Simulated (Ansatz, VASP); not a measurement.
One calculation of AlN, two programs

File POSCAR:

```
AlN
1.0
    0.0000000000      2.0853809500      2.0853809500
    2.0853809500      0.0000000000      2.0853809500
    2.0853809500      2.0853809500      0.0000000000
Al N
1 1
Direct
    0.5000000000      0.5000000000      0.5000000000
    0.0000000000      0.0000000000      0.0000000000
```

INCAR.step1

```
SYSTEM = AlN
ALGO = Normal ; EDIFF = 1E-4
ENCUT = 520 ; GGA = PE
ISMEAR = 0 ; LASPH = .TRUE.
LCHARG = .FALSE. ; LREAL = .FALSE.
LWAVE = .TRUE. ; NBANDS = 11
NELM = 80 ; PREC = Accurate
SIGMA = 0.05
```

Contents of INCAR.step2:

```
SYSTEM = AlN
ALGO = Normal ; EDIFF = 1E-7
ENCUT = 520 ; ISIF = 2
ISMEAR = 0 ; ISTART = 1
LASPH = .TRUE. ; LCHARG = .FALSE.
LMIXTAU = .TRUE. ; LREAL = .FALSE.
LWAVE = .FALSE. ; METAGGA = R2SCAN
NBANDS = 11 ; NELM = 80
PREC = Accurate ; SIGMA = 0.05
```

File KPOINTS:

```
k-points
0
G
  10 10 10
  0 0 0
```

Input for Ansatz:

```yaml
crystal:
  lattice:
    - [0.0, 2.08538095, 2.08538095]
    - [2.08538095, 0.0, 2.08538095]
    - [2.08538095, 2.08538095, 0.0]
  atoms:
    - { symbol: Al, position: [0.5, 0.5, 0.5] }
    - { symbol: "N", position: [0.0, 0.0, 0.0] }
basis:
  ecutwfc: 500
kpoints:
  mp_grid: { grid: [10, 10, 10] }
hamiltonian:
  xc: r2scan
scf:
  occupations: { method: gaussian, width: 0.05 }
output:
  forces: true
  stress: true
  eigenvalues: true
```

Change from the starting cell: strain +0.025 along x and y, +0.025 along z, atoms carried along.

Alike in both runs: task single point; functional r2SCAN; k mesh 10 × 10 × 10; occupations gaussian, width 0.05 eV; no spin polarisation.

|  | VASP | Ansatz |
| --- | --- | --- |
| version | VASP 6.6.1 | Ansatz 0.2.0 |
| potentials or method | VASP PAW PBE potentials, release 64 (Al, N) | scalar-relativistic, plane waves, PAW |
| plane-wave cutoff (eV) | 520 | 500 |
| valence electrons in the cell | 8 | 8 |

```csv
,VASP,Ansatz,Ansatz less VASP
gap on the k mesh at the Fermi level (eV),4.58,4.57,-0.003
least direct gap on the mesh (eV),5.18,5.14,-0.040
pressure (GPa),-22.9,-22.2,+0.73
```

Caveats: so large a pressure means that the cell lies far from this level's equilibrium, or that cutoff or potentials fall short (VASP); the potentials were made for another functional, which shifts forces and pressure (VASP). A k mesh can miss the band edges.
